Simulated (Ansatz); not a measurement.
**NaCl and the effect of the functional**

The structure is cubic, space group Fm-3m (No. 225). Conventional cell: a = 5.588 Å, b = 5.588 Å, c = 5.588 Å, α = 90.00°, β = 90.00°, γ = 90.00°. Cl (site symmetry m-3m) is surrounded by 6 Na at 2.79 Å. Na (site symmetry m-3m) is surrounded by 6 Cl at 2.79 Å.

The cell is a database's computed one, not the measured one.

Kept alike: task projected density of states; k mesh 5 × 5 × 5; occupations fermi-dirac, width 0.05 eV; no spin polarisation. Program: Ansatz, Ansatz PAW. Cutoffs run from 420 to 500 eV. The mesh is that of the run's cell of 2 atoms. No spin-orbit coupling.

| functional | pressure (GPa) |
| --- | --- |
| BLYP | 2.48 |
| HSE06 | 0.95 |
| LDA | -1.84 |
| PBE | 1.55 |
| PBE0 | 0.88 |
| PBEsol | 0.20 |
| RPBE | 3.55 |
| r2SCAN | 0.30 |
| r2SCAN0 | 0.07 |
| revPBE | 3.25 |

Pressure is positive in compression, with a Pulay correction for the finite cutoff. All rows use potentials made for PBE.

Question: What does the functional change here?

Answer: The pressure runs from -1.84 (LDA) to 3.55 GPa (RPBE). From PBE: BLYP +0.93; HSE06 -0.60; LDA -3.39; PBE0 -0.67; PBEsol -1.35; RPBE +2.00; r2SCAN -1.25; r2SCAN0 -1.48; revPBE +1.70. A positive pressure means that the functional's own cell is larger than the one given, a negative one that it is smaller.
